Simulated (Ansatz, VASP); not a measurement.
## One calculation of Be2C, two programs

```
CELL_PARAMETERS angstrom
0.00000 2.20746 2.20746
2.20746 0.00000 2.20746
2.20746 2.20746 0.00000
ATOMIC_POSITIONS crystal
C 0.00000 0.00000 0.00000
Be 0.75000 0.75000 0.75000
Be 0.25000 0.25000 0.25000
```

Change from the starting cell: volume scaled by 1.06.

Alike in both runs: task single point; functional PBEsol; k mesh 11 × 11 × 11; occupations fermi-dirac, width 0.05 eV; no spin polarisation.

|  | VASP | Ansatz |
| --- | --- | --- |
| version | VASP 6.6.1 | Ansatz 0.2.0 |
| potentials or method | VASP PAW PBE potentials, release 64 (C, Be) | Ansatz PAW |
| plane-wave cutoff (eV) | 520 | 420 |
| valence electrons in the cell | 8 | 8 |

|  | VASP | Ansatz | Ansatz less VASP |
| --- | --- | --- | --- |
| gap on the k mesh at the Fermi level (eV) | 1.13 | 1.14 | +0.011 |
| least direct gap on the mesh (eV) | 3.98 | 3.99 | +0.007 |
| pressure (GPa) | -12.4 | -13.0 | -0.59 |

Caveats: the PAW data sets were made with another functional, which shifts forces and pressure a little (VASP); an odd mesh through Γ misses points on the zone boundary, where band edges often lie (VASP); odd divisions of the mesh miss points on the zone boundary, where band edges often lie, so the gap on the mesh can be too wide (Ansatz); the PAW data sets come from PBE, with cores solved anew for the run's functional, which leaves a small shift of forces and pressure (Ansatz).
